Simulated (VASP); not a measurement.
Crystal: MnS.

```xyz
2
Lattice="0.0000 2.4735 2.4735 2.4735 0.0000 2.4735 2.4735 2.4735 0.0000" Properties=species:S:1:pos:R:3 pbc="T T T"
Mn    0.0000    0.0000    0.0000
S     3.7102    3.7102    3.7102
```

The cell is a database's computed one.

| Item | Value |
| --- | --- |
| Program | VASP 6.6.1 |
| Task | single point |
| Functional | PBE |
| Potentials or basis | VASP PAW PBE potentials, release 64 (Mn_pv, S) |
| Cutoff | 520 eV |
| k mesh | 9 × 9 × 9 |
| Occupations | fermi-dirac, width 0.05 eV |
| Spin | collinear spin, ferromagnetic start |
| Starting moments | [4.0, 0.0] μB |

On this cell: pressure 3.1 GPa; largest force zero by symmetry; net moment -0.22 μB per cell; site moments Mn -0.21; S +0.01 μB; band gap on the k mesh none (metal or under the smearing width).

The same run follows on a disturbed copy (atoms moved at random, drawn with an rms of 0.05 Å):

```
Mn S
1.0
     0.00000    2.47346    2.47346
     2.47346    0.00000    2.47346
     2.47346    2.47346    0.00000
Mn S
1 1
Direct
  0.00349 0.99627 0.00136
  0.72711 0.73210 0.76250
```

Q: What does the disturbed cell give?

A: The energy (extrapolated to zero smearing) moves by +39.3 meV/atom; pressure 4.0 GPa; largest force 1.477 eV/Å; net moment 0.21 μB per cell; site moments Mn +0.20; S -0.01 μB; band gap on the k mesh none (metal or under the smearing width).

Forces on the atoms (eV/Å):
```
Mn   0.096 -0.509 -1.384
S   -0.096  0.509  1.384
```

Stress tensor (GPa, compression positive):
```
 4.04 -8.02 -2.88
-8.02  4.02  0.11
-2.88  0.11  3.86
```

Caveats: the moment fell far below its start of 4 μB, so a state of higher moment may lie lower in energy; semilocal functionals often make such compounds metallic where correlation or magnetic order opens a gap, which also shifts bond lengths.
